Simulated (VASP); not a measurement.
A calculation with VASP 6.6.1 of Ir (native input, structure from a POSCAR):

File INCAR:

```
  ALGO = Normal
  EDIFF = 1E-6
  ENCUT = 500
  GGA = PS
  ISIF = 2
  ISMEAR = 0
  LASPH = True
  LCHARG = False
  LREAL = False
  LWAVE = False
  NBANDS = 10
  NELM = 80
  PREC = Accurate
  SIGMA = 0.02
```

The input KPOINTS:

```
k-points
0
Gamma
  12 12 12
```

File POSCAR:

```
Ir
1.0
    0.0000000000      1.9156000000      1.9156000000
    1.9156000000      0.0000000000      1.9156000000
    1.9156000000      1.9156000000      0.0000000000
Ir
1
Direct
    0.0000000000      0.0000000000      0.0000000000
```

Potentials or basis: VASP PAW PBE potentials, release 64 (Ir).

Run with:

```bash
$ cat potpaw_PBE.64/Ir/POTCAR > POTCAR
$ mpirun -np 1 vasp_std > vasp.out
```

Task: Write the same calculation in another form: ASE script, structure typed inline.

Result: As run:

Contents of run.py:

```python
from ase import Atoms
from ase.calculators.vasp import Vasp
from ase.dft.bandgap import bandgap

atoms = Atoms(
    ['Ir'],
    cell=[[0.0, 1.9156, 1.9156], [1.9156, 0.0, 1.9156], [1.9156, 1.9156, 0.0]],
    scaled_positions=[[0.0, 0.0, 0.0]],
    pbc=True,
)
calc = Vasp(
    directory='calc',
    xc='pbesol',
    pp='PBE',
    setups='minimal',
    prec='Accurate',
    encut=500,
    ediff=1e-06,
    ismear=0,
    sigma=0.02,
    lreal=False,
    lasph=True,
    nelm=100,
    algo='Normal',
    isif=2,
    lwave=False,
    lcharg=False,
    kpts=[12, 12, 12],
    gamma=True,
)
atoms.calc = calc

print('energy (eV):', atoms.get_potential_energy())
print('free energy (eV):', atoms.get_potential_energy(force_consistent=True))
print('forces (eV/A):')
print(atoms.get_forces())
print('stress (eV/A^3, Voigt):', atoms.get_stress())
print('Fermi level (eV):', calc.get_fermi_level())
gap, top, bottom = bandgap(calc)
print('band gap (eV):', gap, 'from (spin, k, band)', top, 'to', bottom)
```

Potentials or basis: VASP PAW PBE potentials, release 64 (Ir).

Command:

```bash
$ python run.py
```

Both were run:

|  | native input, structure from a POSCAR | ASE script, structure typed inline |
| --- | --- | --- |
| Pressure | 0.2 GPa | 0.2 GPa |
| Band gap on the k mesh | none (metal or under the smearing width) | none (metal or under the smearing width) |

Keys that steer only the numerical path or the files written may differ.

Caveat: the PAW data sets were made with another functional, which shifts forces and pressure a little.
